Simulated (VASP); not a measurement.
# HfB (Fm-3m) in VASP: a series of runs

One crystal, HfB, is run at these levels: PBE; tasks: single point.

Program: VASP 6.6.1. These are calculated values, not measurements. Logs are shortened: lines on timing, memory, paths and dates and some standing lists are left out, and cuts for length are marked.

## (1) The undisturbed crystal

The structure is cubic, space group Fm-3m (No. 225). Conventional cell: a = 4.620 Å, b = 4.620 Å, c = 4.620 Å, α = 90.00°, β = 90.00°, γ = 90.00°. Around Hf (site symmetry m-3m) lie 6 B at 2.31 Å. Around B (site symmetry m-3m) lie 6 Hf at 2.31 Å.

## (2) Single point, PBE (volume scaled by 0.98)

Input file INCAR:

```
SYSTEM = HfB
PREC = Accurate
ENCUT = 520
EDIFF = 1E-6
ISMEAR = -1
SIGMA = 0.05
LREAL = .FALSE.
LASPH = .TRUE.
NELM = 100
ALGO = Normal
ISIF = 2
LWAVE = .FALSE.
LCHARG = .TRUE.
GGA = PE
LELF = .TRUE.
LVHAR = .TRUE.
NBANDS = 14
```

Input file KPOINTS:

```
regular mesh
0
G
  10 10 10
  0 0 0
```

Input file POSCAR:

```
HfB
1.0
    0.0000000000      2.2944961772      2.2944961772
    2.2944961772      0.0000000000      2.2944961772
    2.2944961772      2.2944961772      0.0000000000
Hf B
1 1
Direct
    0.5000000000      0.5000000000      0.5000000000
    0.0000000000      0.0000000000      0.0000000000
```

Potentials or basis: VASP PAW PBE potentials, release 64 (Hf_pv, B).

Started as:

```bash
$ cat potpaw_PBE.64/Hf_pv/POTCAR potpaw_PBE.64/B/POTCAR > POTCAR
$ mpirun -np 1 vasp_std > vasp.out
```

OUTCAR:

```text
SYSTEM = HfB
   PREC = Accurate
   ENCUT = 520
   EDIFF = 1E-6
   ISMEAR = -1
   LREAL = .FALSE.
   LASPH = .TRUE.
   NELM = 100
   ISIF = 2
   GGA = PE

 ion  position               nearest neighbor table
   1  0.500  0.500  0.500-   2 2.29   2 2.29   2 2.29   2 2.29   2 2.29   2 2.29
   2  0.000  0.000  0.000-   1 2.29   1 2.29   1 2.29   1 2.29   1 2.29   1 2.29

  LATTYP: Found a face centered cubic cell.
 ALAT       =     4.5889923544

  Lattice vectors:

 A1 = (   0.0000000000,   2.2944961772,   2.2944961772)
 A2 = (   2.2944961772,   0.0000000000,   2.2944961772)
 A3 = (   2.2944961772,   2.2944961772,   0.0000000000)

Analysis of symmetry for initial positions (statically):
=====================================================================
 Subroutine PRICEL returns:
 Original cell was already a primitive cell.

 Routine SETGRP: Setting up the symmetry group for a
 face centered cubic supercell.

 Subroutine GETGRP returns: Found 48 space group operations
 (whereof 48 operations were pure point group operations)
 out of a pool of 48 trial point group operations.

The static configuration has the point symmetry O_h .

Analysis of symmetry for dynamics (positions and initial velocities):
=====================================================================
 Subroutine PRICEL returns:
 Original cell was already a primitive cell.

 Routine SETGRP: Setting up the symmetry group for a
 face centered cubic supercell.

 Subroutine GETGRP returns: Found 48 space group operations
 (whereof 48 operations were pure point group operations)
 out of a pool of 48 trial point group operations.

The dynamic configuration has the point symmetry O_h .

 Subroutine INISYM returns: Found 48 space group operations
 (whereof 48 operations are pure point group operations),
 and found     1 'primitive' translations

----------------------------------------------------------------------------------------

                                     Primitive cell

  volume of cell :      24.1597

  direct lattice vectors                    reciprocal lattice vectors
     0.000000000  2.294496177  2.294496177    -0.217912762  0.217912762  0.217912762
     2.294496177  0.000000000  2.294496177     0.217912762 -0.217912762  0.217912762
     2.294496177  2.294496177  0.000000000     0.217912762  0.217912762 -0.217912762

  length of vectors
     3.244907613  3.244907613  3.244907613     0.377435976  0.377435976  0.377435976

  position of ions in fractional coordinates (direct lattice)
     0.500000000  0.500000000  0.500000000
     0.000000000  0.000000000  0.000000000

  ion indices of the primitive-cell ions
   primitive index   ion index
                 1           1
                 2           2

----------------------------------------------------------------------------------------

 KPOINTS: regular mesh

Automatic generation of k-mesh.
 Grid dimensions read from file:
 generate k-points for:   10   10   10

 Generating k-lattice:

  Cartesian coordinates                     Fractional coordinates (reciprocal lattice)
    -0.021791276  0.021791276  0.021791276     0.100000000  0.000000000  0.000000000
     0.021791276 -0.021791276  0.021791276     0.000000000  0.100000000  0.000000000
     0.021791276  0.021791276 -0.021791276     0.000000000  0.000000000  0.100000000

  Length of vectors
     0.037743598  0.037743598  0.037743598

  Shift w.r.t. Gamma in fractional coordinates (k-lattice)
     0.000000000  0.000000000  0.000000000

 Subroutine IBZKPT returns following result:
 ===========================================

 Found     47 irreducible k-points:

 Following reciprocal coordinates:
            Coordinates               Weight
  0.000000  0.000000  0.000000      1.000000
  0.100000  0.000000  0.000000      8.000000
  0.200000  0.000000  0.000000      8.000000
  0.300000  0.000000  0.000000      8.000000
  0.400000  0.000000  0.000000      8.000000
  0.500000  0.000000  0.000000      4.000000
[... 16 lines left out ...]
  0.300000  0.300000  0.000000      6.000000
  0.400000  0.300000  0.000000     24.000000
 [... further k-points ...]
   k-points           NKPTS =     47   k-points in BZ     NKDIM =     47   number of bands    NBANDS=     14
   number of dos      NEDOS =    301   number of ions     NIONS =      2
   total plane-waves  NPLWV =  13824
   dimension x,y,z NGX =    24 NGY =   24 NGZ =   24
   dimension x,y,z NGXF=    48 NGYF=   48 NGZF=   48
   ions per type =               1   1
   NGX,Y,Z   is equivalent  to a cutoff of  12.30, 12.30, 12.30 a.u.
   NGXF,Y,Z  is equivalent  to a cutoff of  24.59, 24.59, 24.59 a.u.
 SYSTEM =  HfB
   PREC   = accura    normal or accurate (medium, high low for compatibility)
   ISTART =      0    job   : 0-new  1-cont  2-samecut
   ICHARG =      2    charge: 1-file 2-atom 10-const
   ISPIN  =      1    spin polarized calculation?
   LNONCOLLINEAR =      F non collinear calculations
   LSORBIT =      F    spin-orbit coupling
   LASPH  =      T    aspherical Exc in radial PAW
   ENCUT  =  520.0 eV  38.22 Ry    6.18 a.u.   6.03  6.03  6.03*2*pi/ulx,y,z
   NELM   =    100;   NELMIN=  2; NELMDL= -5     # of ELM steps
   EDIFF  = 0.1E-05   stopping-criterion for ELM
   LREAL  =      F    real-space projection
   EDIFFG = 0.1E-04   stopping-criterion for IOM
   NSW    =      0    number of steps for IOM
   IBRION =     -1    ionic relax: 0-MD 1-quasi-New 2-CG
   NFREE  =      0    steps in history (QN), initial steepest desc. (CG)
   ISIF   =      2    stress and relaxation
   ISYM   =      2    0-nonsym 1-usesym 2-fastsym
   POTIM  = 0.5000    time-step for ionic-motion
   TEBEG  =    0.0;   TEEND  =   0.0 temperature during run
   PSTRESS=    0.0 pullay stress
   NELECT =      13.0000    total number of electrons
   NUPDOWN=      -1.0000    fix difference up-down
   EMIN   =  10.00;   EMAX   =-10.00  energy-range for DOS
   EFERMI =   0.00;   METHOD = LEGACY
   ISMEAR =    -1;   SIGMA  =   0.05  broadening in eV -4-tet -1-fermi 0-gaus
   EFERMI_NEDOS =   21; number of points for ismear=-14 and -15
   IALGO  =     38    algorithm
   IMIX   =      4    mixing-type and parameters
     AMIX     =   0.40;   BMIX     =  1.00
     AMIX_MAG =   1.60;   BMIX_MAG =  1.00
  volume/ion in A,a.u.               =      12.08        81.52
  Fermi-wavevector in a.u.,A,eV,Ry     =   1.331553  2.516271 24.123601  1.773035
  Thomas-Fermi vector in A             =   2.460556
   LORBIT       =      0    0 simple, 1 ext, 2 COOP (PROOUT), +10 PAW based schemes
   GGA     = PE    functional components
   LHFCALC =     F    Hartree Fock is set to
   AEXX    =    0.0000 exact exchange contribution
   IVDW    =     0    specifies the selected vdW correction
   LEPSILON=     F    determine dielectric tensor
   LRPA    =     F    only Hartree local field effects (RPA)
 non-spin polarized calculation
  energy-cutoff  :      520.00
  volume of cell :       24.16
 maximum number of plane-waves:       666
   NGX = 13   NGY = 13   NGZ = 13

 number of electron      13.0000002 magnetization

 Free energy of the ion-electron system (eV)
  ---------------------------------------------------
  ext. energy  EPLUGINS =         0.00000000
  ---------------------------------------------------
  free energy    TOTEN  =       -17.04650244 eV

  energy without entropy =      -17.03616247  energy(sigma->0) =      -17.04133246

 E-fermi :   5.2385     XC(G=0): -12.4004

 val. band max:        5.2057882722   @ k =  -0.2000   0.1000   0.0000
 cond. band min:       5.2566611639   @ k =   0.5000   0.3000   0.1000
 fundamental gap:      0.0508728916
 Fermi energy:         5.2384732052

 k-point     1 :       0.0000    0.0000    0.0000
  band No.  band energies     occupation
      1     -22.9284      2.00000
      2     -22.9284      2.00000
      3     -22.9284      2.00000
      4      -4.3825      2.00000
      5       7.4798      0.00000
      6       7.4798      0.00000
      7       7.4798      0.00000
      8       9.2678      0.00000
      9       9.2678      0.00000
     10       9.2678      0.00000
     11       9.5638      0.00000
     12       9.5638      0.00000
     13      17.0139      0.00000
     14      18.5771      0.00000

 k-point     2 :       0.1000    0.0000    0.0000
  band No.  band energies     occupation
      1     -23.0090      2.00000
      2     -22.9364      2.00000
      3     -22.9364      2.00000
      4      -4.0862      2.00000
      5       6.5565      0.00000
      6       7.1055      0.00000
      7       7.1055      0.00000
      8       8.2266      0.00000
      9       8.2266      0.00000
     10       9.7383      0.00000
     11      11.5744      0.00000
     12      11.5744      0.00000
     13      17.7671      0.00000
     14      18.8872      0.00000

 k-point     3 :       0.2000    0.0000    0.0000
  band No.  band energies     occupation
      1     -23.2140      2.00000
      2     -22.9574      2.00000
      3     -22.9574      2.00000
      4      -3.2610      2.00000
      5       5.0209      1.97457
      6       5.7913      0.00003
      7       5.7913      0.00003
      8       8.8236      0.00000
      9       8.8236      0.00000
     10      10.2534      0.00000
     11      14.0141      0.00000
     12      14.0141      0.00000
     13      19.2238      0.00000
     14      19.7725      0.00000
[... 324 lines left out ...]
 k-point    23 :       0.3000    0.3000    0.0000
  band No.  band energies     occupation
      1     -23.4127      2.00000
      2     -23.1119      2.00000
      3     -23.1119      2.00000
      4      -1.8482      2.00000
      5       3.1023      2.00000
      6       4.9765      1.98945
      7       6.9906      0.00000
      8       6.9906      0.00000
      9      10.8159      0.00000
     10      13.2863      0.00000
     11      13.2863      0.00000
     12      17.0730      0.00000
     13      20.3959      0.00000
     14      20.7657      0.00000

 k-point    24 :       0.4000    0.3000    0.0000
  band No.  band energies     occupation
      1     -23.5143      2.00000
      2     -23.1659      2.00000
      3     -23.1412      2.00000
      4      -1.3972      2.00000
      5       3.1024      2.00000
      6       4.4465      2.00000
      7       6.6457      0.00000
      8       7.4763      0.00000
      9      11.7526      0.00000
     10      13.4246      0.00000
     11      13.6991      0.00000
     12      18.0340      0.00000
     13      18.4954      0.00000
     14      20.6009      0.00000

 [... further k-points ...]
[... 5 lines left out ...]
  --------------------------------------------------------------------------------------
  -------------------------------------------------------------------------------------
  Total        5.4826062      5.4826062      5.4826062     -0.0000000      0.0000000      0.0000000
  in kB      363.5847188    363.5847188    363.5847188     -0.0000000      0.0000000      0.0000000
  external PRESSURE =     363.5847188 kB  Pullay stress =       0.0000000 kB

 VOLUME and BASIS-vectors are now :
 -----------------------------------------------------------------------------
  energy-cutoff  :      520.00
  volume of cell :       24.16
      direct lattice vectors                 reciprocal lattice vectors
     0.000000000  2.294496177  2.294496177    -0.217912762  0.217912762  0.217912762
     2.294496177  0.000000000  2.294496177     0.217912762 -0.217912762  0.217912762
     2.294496177  2.294496177  0.000000000     0.217912762  0.217912762 -0.217912762

 POSITION                                       TOTAL-FORCE (eV/Angst)
 -----------------------------------------------------------------------------------
      2.29450      2.29450      2.29450         0.000000     -0.000000     -0.000000
      0.00000      0.00000      0.00000        -0.000000      0.000000      0.000000
 -----------------------------------------------------------------------------------
    total drift:                               -0.000000     -0.000000      0.000000

  FREE ENERGIE OF THE ION-ELECTRON SYSTEM (eV)
  ---------------------------------------------------
  free  energy   TOTEN  =       -17.0465024398 eV

  energy  without entropy=      -17.0361624736  energy(sigma->0) =      -17.04133246
```

It took 5.2 s on 1 thread of Intel Xeon 6975P-C (Granite Rapids), shared host; peak memory 0.15 GiB.

Results:

* Free energy: -17.0465 eV
* Pressure: 36.4 GPa
* Band gap on the k mesh: none (metal or under the smearing width)

Levels at points of the mesh, in eV from the Fermi level:
```
           k point  band 3  band 4  band 5  band 6  band 7  band 8  band 9  band 10  band 11  band 12
(0.00, 0.00, 0.00)  -28.17   -9.62    2.24    2.24    2.24    4.03    4.03     4.03     4.33     4.33
(0.50, 0.00, 0.00)  -28.25   -5.07   -3.97   -1.39   -1.39    6.70    6.70     7.79     8.59    14.24
(0.50, 0.50, 0.00)  -28.45   -6.78   -1.14   -0.82    2.46    2.46    6.41     8.12     8.12     9.73
```

Caveat: so large a pressure means that the cell lies far from this level's equilibrium, or that cutoff or potentials fall short. Spin-orbit coupling is left out, which matters for the levels of Hf.

## (3) Single point, PBE (volume scaled by 1.04)

Input file INCAR:

```
SYSTEM = HfB
  PREC = Accurate
  ENCUT = 520
  EDIFF = 1E-6
  ISMEAR = -1
  SIGMA = 0.05
  LREAL = .FALSE.
  LASPH = .TRUE.
  NELM = 100
  ALGO = Normal
  ISIF = 2
  LWAVE = .FALSE.
  LCHARG = .FALSE.
  GGA = PE
  NBANDS = 14
```

Input file KPOINTS:

```
Automatic mesh
0
G
  10 10 10
  0 0 0
```

Input file POSCAR:

```
HfB
1.0
    0.0000000000      2.3403982228      2.3403982228
    2.3403982228      0.0000000000      2.3403982228
    2.3403982228      2.3403982228      0.0000000000
Hf B
1 1
Direct
    0.5000000000      0.5000000000      0.5000000000
    0.0000000000      0.0000000000      0.0000000000
```

Potentials or basis: VASP PAW PBE potentials, release 64 (Hf_pv, B).

Started as:

```bash
$ cat potpaw_PBE.64/Hf_pv/POTCAR potpaw_PBE.64/B/POTCAR > POTCAR
$ mpirun -np 1 vasp_std > vasp.out
```

Wall time 8.4 s (1 thread of Intel Xeon 6975P-C (Granite Rapids), shared host); peak memory 0.16 GiB.

The run converged. Its results:

- Free energy: -17.3047 eV
- Pressure: 20.1 GPa
- Band gap on the k mesh: none (metal or under the smearing width)

Levels at points of the mesh, in eV from the Fermi level:
| k point | band 3 | band 4 | band 5 | band 6 | band 7 | band 8 | band 9 | band 10 | band 11 | band 12 |
| --- | --- | --- | --- | --- | --- | --- | --- | --- | --- | --- |
| (0.00, 0.00, 0.00) | -28.48 | -9.43 | 2.18 | 2.18 | 2.18 | 3.86 | 3.86 | 3.86 | 4.10 | 4.10 |
| (0.50, 0.00, 0.00) | -28.55 | -4.88 | -4.19 | -1.28 | -1.28 | 6.30 | 6.30 | 7.28 | 8.26 | 13.64 |
| (0.50, 0.50, 0.00) | -28.71 | -6.61 | -1.01 | -0.98 | 2.26 | 2.26 | 6.02 | 7.60 | 7.60 | 8.93 |

Caveat: so large a pressure means that the cell lies far from this level's equilibrium, or that cutoff or potentials fall short.
